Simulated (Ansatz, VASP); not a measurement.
**One calculation of Te2Mo, two programs**

```
Te Mo
1.0
     3.51820    0.00000    0.00000
    -1.75910    3.04685    0.00000
     0.00000    0.00000   13.97360
Te Mo
4 2
Direct
  0.66667 0.33333 0.37900
  0.33333 0.66667 0.87900
  0.66667 0.33333 0.12100
  0.33333 0.66667 0.62100
  0.66667 0.33333 0.75000
  0.33333 0.66667 0.25000
```

Alike in both runs: task relaxation of cell and atoms; functional BLYP; k mesh 9 × 9 × 2; occupations fermi-dirac, width 0.05 eV; no spin polarisation.

```csv
,VASP,Ansatz
version,VASP 6.6.1,Ansatz 0.2.0
potentials or method,"VASP PAW PBE potentials, release 64 (Te, Mo_sv)",Ansatz PAW
plane-wave cutoff (eV),600,420
valence electrons in the cell,52,92
```

Ansatz gave:

* gap on the k mesh at the Fermi level, each at its own relaxed structure (eV): 0.86
* relaxed volume (Å³/atom): 42.82
* relaxed cell length with the largest relative difference (Å): 21.949
* energy change over the relaxation (meV/atom): -115

Estimate VASP's values.

gap on the k mesh at the Fermi level, each at its own relaxed structure (eV): 0.86; relaxed volume (Å³/atom): 35.56; relaxed cell length with the largest relative difference (Å): 18.207; energy change over the relaxation (meV/atom): -114.

One of these differences is far larger than is usual between the two programs; its cause wasn't traced. The two sets of potentials don't hold the same shells in valence.

Caveats: the volume moved by over 15 % at a fixed basis, so the end points are rough; spin-orbit coupling is left out, which moves the levels of the heavy elements; this functional lacks dispersion, which binds the layers, so the pressure and a relaxed spacing across them are unreliable, and here the layers came unbound; the PAW data sets were made with another functional, which shifts forces and pressure a little (VASP); an odd mesh through Γ misses points on the zone boundary, where band edges often lie (VASP); the volume moved by +42 % from the deposited cell, more than functionals usually miss (VASP); odd divisions of the mesh miss points on the zone boundary, where band edges often lie, so the gap on the mesh can be too wide (Ansatz). BLYP gives volumes clearly too large for solids. Zero-point motion and thermal expansion aren't in these numbers.
